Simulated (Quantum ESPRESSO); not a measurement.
# Ti (Im-3m) in Quantum ESPRESSO: notebook

Runs on Ti. Level: PBE. Tasks: single point, band structure.

Everything below comes from runs of Quantum ESPRESSO 7.5. Logs are shortened: lines on timing, memory, paths and dates and some standing lists are left out, and cuts for length are marked.

## Step 1: Starting point

Symmetry: Im-3m, No. 229, cubic system. Conventional cell: a = 3.282 Å, b = 3.282 Å, c = 3.282 Å, α = 90.00°, β = 90.00°, γ = 90.00°. Ti (site symmetry m-3m) is surrounded by 8 Ti at 2.84 Å.

This isn't the form of Ti at room conditions, which is hcp.

## Step 2: Single point, PBE, 17.67 Å³/atom

File pw.in:

```
&CONTROL
  calculation = 'scf'
  prefix = 'pwscf'
  outdir = './tmp'
  pseudo_dir = './pseudo'
  tprnfor = .true.
  tstress = .true.
  disk_io = 'low'
/
&SYSTEM
  ibrav = 0
  nat = 1
  ntyp = 1
  ecutwfc = 55
  ecutrho = 440
  nbnd = 12
  occupations = 'smearing'
  smearing = 'fd'
  degauss = 0.00367493
/
&ELECTRONS
  conv_thr = 2d-10
  electron_maxstep = 120
  mixing_beta = 0.5
/
ATOMIC_SPECIES
Ti    47.8670 ti_pbe_v1.4.uspp.F.UPF
CELL_PARAMETERS angstrom
  -1.6738200000    1.6738200000    1.6410000000
   1.6738200000   -1.6738200000    1.6410000000
   1.6081800000    1.6081800000   -1.6410000000
ATOMIC_POSITIONS angstrom
Ti     0.0000000000    0.0000000000    0.0000000000
K_POINTS automatic
11 11 11 0 0 0
```

File pp_density.in:

```
&INPUTPP
  prefix = 'pwscf'
  outdir = './tmp'
  filplot = 'density.dat'
  plot_num = 0
/
&PLOT
  nfile = 1
  filepp(1) = 'density.dat'
  iflag = 3
  output_format = 6
  fileout = 'density.cube'
/
```

File pp_potential.in:

```
&INPUTPP
  prefix = 'pwscf'
  outdir = './tmp'
  filplot = 'potential.dat'
  plot_num = 11
/
&PLOT
  nfile = 1
  filepp(1) = 'potential.dat'
  iflag = 3
  output_format = 6
  fileout = 'potential.cube'
/
```

Potentials or basis: SSSP 1.3 efficiency PBE.

Run with:

```sh
OMP_NUM_THREADS=1 pw.x -in pw.in > pw.out
OMP_NUM_THREADS=1 pp.x -in pp_density.in > pp_density.out
OMP_NUM_THREADS=1 pp.x -in pp_potential.in > pp_potential.out
```

pw.out:

```text
This program is part of the open-source Quantum ESPRESSO suite
     for quantum simulation of materials; please cite
[... 9 lines left out ...]
     --------------------
     sticks:   dense  smooth     PW     G-vecs:    dense   smooth      PW
     Sum         973     487    173                18613     6595    1477

     Using Slab Decomposition

     bravais-lattice index     =            0
     lattice parameter (alat)  =       5.4430  a.u.
     unit-cell volume          =     119.2363 (a.u.)^3
     number of atoms/cell      =            1
     number of atomic types    =            1
     number of electrons       =        12.00
     number of Kohn-Sham states=           12
     kinetic-energy cutoff     =      55.0000  Ry
     charge density cutoff     =     440.0000  Ry
     scf convergence threshold =      2.0E-10
     mixing beta               =       0.5000
     number of iterations used =            8  plain     mixing
     Exchange-correlation=  SLA  PW   PBX  PBC
                           (   1   4   3   4   0   0   0)

     celldm(1)=   5.443011  celldm(2)=   0.000000  celldm(3)=   0.000000
     celldm(4)=   0.000000  celldm(5)=   0.000000  celldm(6)=   0.000000

     crystal axes: (cart. coord. in units of alat)
               a(1) = (  -0.581123   0.581123   0.569729 )
               a(2) = (   0.581123  -0.581123   0.569729 )
               a(3) = (   0.558334   0.558334  -0.569729 )

     reciprocal axes: (cart. coord. in units 2 pi/alat)
               b(1) = (  0.017559  0.877962  0.877610 )
               b(2) = (  0.877962  0.017559  0.877610 )
               b(3) = (  0.895521  0.895521  0.000000 )

     PseudoPot. # 1 for Ti read from file:
     ti_pbe_v1.4.uspp.F.UPF
     Pseudo is Ultrasoft + core correction, Zval = 12.0
     Generated by new atomic code, or converted to UPF format
     Using radial grid of  851 points,  6 beta functions with:
                l(1) =   0
                l(2) =   0
                l(3) =   1
                l(4) =   1
                l(5) =   2
                l(6) =   2
     Q(r) pseudized with  6 coefficients,  rinner =    1.000   1.000   1.000
                                                       1.000   1.000

     atomic species   valence    mass     pseudopotential
     Ti               12.00    47.86700     Ti( 1.00)

      8 Sym. Ops., with inversion, found

   Cartesian axes

     site n.     atom                  positions (alat units)
         1        Ti     tau(   1) = (   0.0000000   0.0000000   0.0000000  )

     number of k points=   216  Fermi-Dirac smearing, width (Ry)=  0.0037

     Number of k-points >= 100: set verbosity='high' to print them.

     Dense  grid:    18613 G-vectors     FFT dimensions: (  40,  40,  36)

     Smooth grid:     6595 G-vectors     FFT dimensions: (  25,  25,  25)

     Check: negative core charge=   -0.000005

     Initial potential from superposition of free atoms

     starting charge      11.0000, renormalised to      12.0000

     negative rho (up, down):  1.260E-03 0.000E+00
     Starting wfcs are   10 randomized atomic wfcs +    2 random wfcs

     Self-consistent Calculation

     iteration #  1     ecut=    55.00 Ry     beta= 0.50
     Davidson diagonalization with overlap
     ethr =  1.00E-02,  avg # of iterations =  4.7

     negative rho (up, down):  1.729E-03 0.000E+00

     total energy              =    -119.05243095 Ry
     estimated scf accuracy    <       0.70164551 Ry

     iteration #  2     ecut=    55.00 Ry     beta= 0.50
     Davidson diagonalization with overlap
     ethr =  5.85E-03,  avg # of iterations =  2.0

     negative rho (up, down):  9.263E-04 0.000E+00

     total energy              =    -119.23517507 Ry
     estimated scf accuracy    <       0.03592639 Ry

     iteration #  3     ecut=    55.00 Ry     beta= 0.50
     Davidson diagonalization with overlap
     ethr =  2.99E-04,  avg # of iterations =  2.0

     negative rho (up, down):  4.884E-04 0.000E+00

     total energy              =    -119.24258302 Ry
     estimated scf accuracy    <       0.00028387 Ry

     iteration #  4     ecut=    55.00 Ry     beta= 0.50
     Davidson diagonalization with overlap
     ethr =  2.37E-06,  avg # of iterations =  4.1

     negative rho (up, down):  4.361E-04 0.000E+00

     total energy              =    -119.24263501 Ry
     estimated scf accuracy    <       0.00003933 Ry

     iteration #  5     ecut=    55.00 Ry     beta= 0.50
     Davidson diagonalization with overlap
     ethr =  3.28E-07,  avg # of iterations =  1.8

     negative rho (up, down):  4.242E-04 0.000E+00

     total energy              =    -119.24264438 Ry
     estimated scf accuracy    <       0.00000118 Ry

     iteration #  6     ecut=    55.00 Ry     beta= 0.50
     Davidson diagonalization with overlap
     ethr =  9.83E-09,  avg # of iterations =  2.0

     negative rho (up, down):  4.213E-04 0.000E+00

     total energy              =    -119.24264472 Ry
     estimated scf accuracy    <       0.00000035 Ry

     iteration #  7     ecut=    55.00 Ry     beta= 0.50
     Davidson diagonalization with overlap
     ethr =  2.89E-09,  avg # of iterations =  1.8

     negative rho (up, down):  4.215E-04 0.000E+00

     total energy              =    -119.24264480 Ry
     estimated scf accuracy    <          6.6E-10 Ry

     iteration #  8     ecut=    55.00 Ry     beta= 0.50
     Davidson diagonalization with overlap
     ethr =  5.47E-12,  avg # of iterations =  2.1

     negative rho (up, down):  4.215E-04 0.000E+00

     total energy              =    -119.24264480 Ry
     estimated scf accuracy    <          5.1E-10 Ry

     iteration #  9     ecut=    55.00 Ry     beta= 0.50
     Davidson diagonalization with overlap
     ethr =  4.23E-12,  avg # of iterations =  1.8

     negative rho (up, down):  4.215E-04 0.000E+00

     End of self-consistent calculation

     Number of k-points >= 100: set verbosity='high' to print the bands.

     the Fermi energy is    12.8778 ev

!    total energy              =    -119.24264480 Ry
     estimated scf accuracy    <          2.0E-11 Ry
     smearing contrib. (-TS)   =      -0.00157183 Ry
     internal energy E=F+TS    =    -119.24107296 Ry

     The total energy is F=E-TS. E is the sum of the following terms:
     one-electron contribution =     -41.22975772 Ry
     hartree contribution      =      24.51632979 Ry
     xc contribution           =     -18.03440485 Ry
     ewald contribution        =     -84.49324017 Ry

     convergence has been achieved in   9 iterations

     negative rho (up, down):  4.215E-04 0.000E+00

     Forces acting on atoms (cartesian axes, Ry/au):

     atom    1 type  1   force =     0.00000000    0.00000000    0.00000000

     Total force =     0.000000     Total SCF correction =     0.000000

     Computing stress (Cartesian axis) and pressure

     negative rho (up, down):  4.215E-04 0.000E+00
          total   stress  (Ry/bohr**3)                   (kbar)     P=      -24.39
  -0.00016374   0.00008940   0.00000000          -24.09       13.15        0.00
   0.00008940  -0.00016374  -0.00000000           13.15      -24.09       -0.00
  -0.00000000   0.00000000  -0.00016994           -0.00        0.00      -25.00

=------------------------------------------------------------------------------=
   JOB DONE.
=------------------------------------------------------------------------------=
```

Wall time 21 s (1 thread of Arm Neoverse V2, shared host); peak memory 0.12 GiB.

What came out:

| Property | Result |
| --- | --- |
| Free energy | -1622.3788 eV |
| Pressure | -2.4 GPa |
| Band gap on the k mesh | none (metal or under the smearing width) |

## Step 3: Single point, PBE, 17.67 Å³/atom

pw.in: that of step 2 with these lines changed.

```diff
@@ -7,3 +7,3 @@
   tstress = .true.
-  disk_io = 'low'
+  disk_io = 'nowf'
 /
@@ -28,5 +28,5 @@
 CELL_PARAMETERS angstrom
-  -1.6738200000    1.6738200000    1.6410000000
-   1.6738200000   -1.6738200000    1.6410000000
-   1.6081800000    1.6081800000   -1.6410000000
+  -1.6574100000    1.6574100000    1.6410000000
+   1.6574100000   -1.6574100000    1.6410000000
+   1.6245900000    1.6245900000   -1.6410000000
 ATOMIC_POSITIONS angstrom
```

Potentials or basis: SSSP 1.3 efficiency PBE.

Run with:

```sh
OMP_NUM_THREADS=1 pw.x -in pw.in > pw.out
```

Wall time 20 s (1 thread of Arm Neoverse V2, shared host); peak memory 0.12 GiB.

The run converged. Its results:

```yaml
Free_energy: -1622.3808 eV
Pressure: -2.5 GPa
Band_gap_on_the_k_mesh: none (metal or under the smearing width)
```

## Step 4: Band structure, PBE

File pw.in:

```
&CONTROL
  calculation = 'scf'
  prefix = 'pwscf'
  outdir = './tmp'
  pseudo_dir = './pseudo'
  tprnfor = .true.
  tstress = .true.
  disk_io = 'low'
/
&SYSTEM
  ibrav = 0
  nat = 1
  ntyp = 1
  ecutwfc = 84
  nbnd = 12
  occupations = 'smearing'
  smearing = 'fd'
  degauss = 0.00367493
/
&ELECTRONS
  conv_thr = 2d-10
  electron_maxstep = 120
  mixing_beta = 0.5
/
ATOMIC_SPECIES
Ti    47.8670 Ti.upf
CELL_PARAMETERS angstrom
  -1.6410000000    1.6410000000    1.6410000000
   1.6410000000   -1.6410000000    1.6410000000
   1.6410000000    1.6410000000   -1.6410000000
ATOMIC_POSITIONS angstrom
Ti     0.0000000000    0.0000000000    0.0000000000
K_POINTS automatic
11 11 11 0 0 0
```

File bands.in:

```
&CONTROL
  calculation = 'bands'
  prefix = 'pwscf'
  outdir = './tmp'
  pseudo_dir = './pseudo'
  disk_io = 'low'
  verbosity = 'high'
/
&SYSTEM
  ibrav = 0
  nat = 1
  ntyp = 1
  ecutwfc = 84
  nbnd = 12
  occupations = 'smearing'
  smearing = 'fd'
  degauss = 0.00367493
/
&ELECTRONS
  conv_thr = 1d-08
  electron_maxstep = 120
  mixing_beta = 0.5
  diago_full_acc = .true.
  startingwfc = 'random'
/
ATOMIC_SPECIES
Ti    47.8670 Ti.upf
CELL_PARAMETERS angstrom
  -1.6410000000    1.6410000000    1.6410000000
   1.6410000000   -1.6410000000    1.6410000000
   1.6410000000    1.6410000000   -1.6410000000
ATOMIC_POSITIONS angstrom
Ti     0.0000000000    0.0000000000    0.0000000000
K_POINTS crystal
60
 0.0000000000  0.0000000000  0.0000000000 1
 0.0416666667 -0.0416666667  0.0416666667 1
 0.0833333333 -0.0833333333  0.0833333333 1
 0.1250000000 -0.1250000000  0.1250000000 1
 0.1666666667 -0.1666666667  0.1666666667 1
 0.2083333333 -0.2083333333  0.2083333333 1
 0.2500000000 -0.2500000000  0.2500000000 1
 0.2916666667 -0.2916666667  0.2916666667 1
 0.3333333333 -0.3333333333  0.3333333333 1
 0.3750000000 -0.3750000000  0.3750000000 1
 0.4166666667 -0.4166666667  0.4166666667 1
 0.4583333333 -0.4583333333  0.4583333333 1
 0.5000000000 -0.5000000000  0.5000000000 1
 0.4375000000 -0.4375000000  0.5000000000 1
 0.3750000000 -0.3750000000  0.5000000000 1
 0.3125000000 -0.3125000000  0.5000000000 1
 0.2500000000 -0.2500000000  0.5000000000 1
 0.1875000000 -0.1875000000  0.5000000000 1
 0.1250000000 -0.1250000000  0.5000000000 1
 0.0625000000 -0.0625000000  0.5000000000 1
 0.0000000000  0.0000000000  0.5000000000 1
 0.0000000000  0.0000000000  0.4444444444 1
 0.0000000000  0.0000000000  0.3888888889 1
 0.0000000000  0.0000000000  0.3333333333 1
 0.0000000000  0.0000000000  0.2777777778 1
 0.0000000000  0.0000000000  0.2222222222 1
 0.0000000000  0.0000000000  0.1666666667 1
 0.0000000000  0.0000000000  0.1111111111 1
 0.0000000000  0.0000000000  0.0555555556 1
 0.0000000000  0.0000000000  0.0000000000 1
 0.0227272727  0.0227272727  0.0227272727 1
 0.0454545455  0.0454545455  0.0454545455 1
 0.0681818182  0.0681818182  0.0681818182 1
 0.0909090909  0.0909090909  0.0909090909 1
 0.1136363636  0.1136363636  0.1136363636 1
 0.1363636364  0.1363636364  0.1363636364 1
 0.1590909091  0.1590909091  0.1590909091 1
 0.1818181818  0.1818181818  0.1818181818 1
 0.2045454545  0.2045454545  0.2045454545 1
 0.2272727273  0.2272727273  0.2272727273 1
 0.2500000000  0.2500000000  0.2500000000 1
 0.2708333333  0.1875000000  0.2708333333 1
 0.2916666667  0.1250000000  0.2916666667 1
 0.3125000000  0.0625000000  0.3125000000 1
 0.3333333333  0.0000000000  0.3333333333 1
 0.3541666667 -0.0625000000  0.3541666667 1
 0.3750000000 -0.1250000000  0.3750000000 1
 0.3958333333 -0.1875000000  0.3958333333 1
 0.4166666667 -0.2500000000  0.4166666667 1
 0.4375000000 -0.3125000000  0.4375000000 1
 0.4583333333 -0.3750000000  0.4583333333 1
 0.4791666667 -0.4375000000  0.4791666667 1
 0.5000000000 -0.5000000000  0.5000000000 1
 0.2500000000  0.2500000000  0.2500000000 1
 0.2083333333  0.2083333333  0.2916666667 1
 0.1666666667  0.1666666667  0.3333333333 1
 0.1250000000  0.1250000000  0.3750000000 1
 0.0833333333  0.0833333333  0.4166666667 1
 0.0416666667  0.0416666667  0.4583333333 1
 0.0000000000  0.0000000000  0.5000000000 1
```

Potentials or basis: PseudoDojo 0.4.1 SR PBE standard.

Run with:

```sh
OMP_NUM_THREADS=1 pw.x -in pw.in > pw.out
OMP_NUM_THREADS=1 pw.x -in bands.in > bands.out
```

Wall time 15 s (1 thread of Arm Neoverse V2, shared host); peak memory 0.09 GiB.

Results (log left out):

```yaml
Free_energy: -1615.0325 eV
Pressure: -2.4 GPa
Band_gap_on_the_k_mesh: none (metal or under the smearing width)
```

Levels at the corners of the path, in eV from the Fermi level:
| point | band 2 | band 3 | band 4 | band 5 | band 6 | band 7 | band 8 | band 9 | band 10 | band 11 |
| --- | --- | --- | --- | --- | --- | --- | --- | --- | --- | --- |
| Γ | -32.42 | -32.42 | -32.42 | -5.89 | 0.99 | 0.99 | 0.99 | 2.71 | 2.71 | 17.33 |
| H | -32.86 | -32.86 | -32.86 | -2.04 | -2.04 | 3.86 | 3.86 | 3.86 | 8.23 | 8.23 |
| N | -33.06 | -32.62 | -32.43 | -2.40 | -0.37 | 1.08 | 2.70 | 3.04 | 4.20 | 8.60 |
| Γ | -32.42 | -32.42 | -32.42 | -5.89 | 0.99 | 0.99 | 0.99 | 2.71 | 2.71 | 17.33 |
| P | -32.74 | -32.74 | -32.74 | -0.60 | -0.60 | -0.60 | 3.10 | 3.10 | 8.92 | 8.92 |
| H | -32.86 | -32.86 | -32.86 | -2.04 | -2.04 | 3.86 | 3.86 | 3.86 | 8.23 | 8.23 |
| P | -32.74 | -32.74 | -32.74 | -0.60 | -0.60 | -0.60 | 3.10 | 3.10 | 8.92 | 8.92 |
| N | -33.06 | -32.62 | -32.43 | -2.40 | -0.37 | 1.08 | 2.70 | 3.04 | 4.20 | 8.60 |

(Continued in part 2 of 2.)
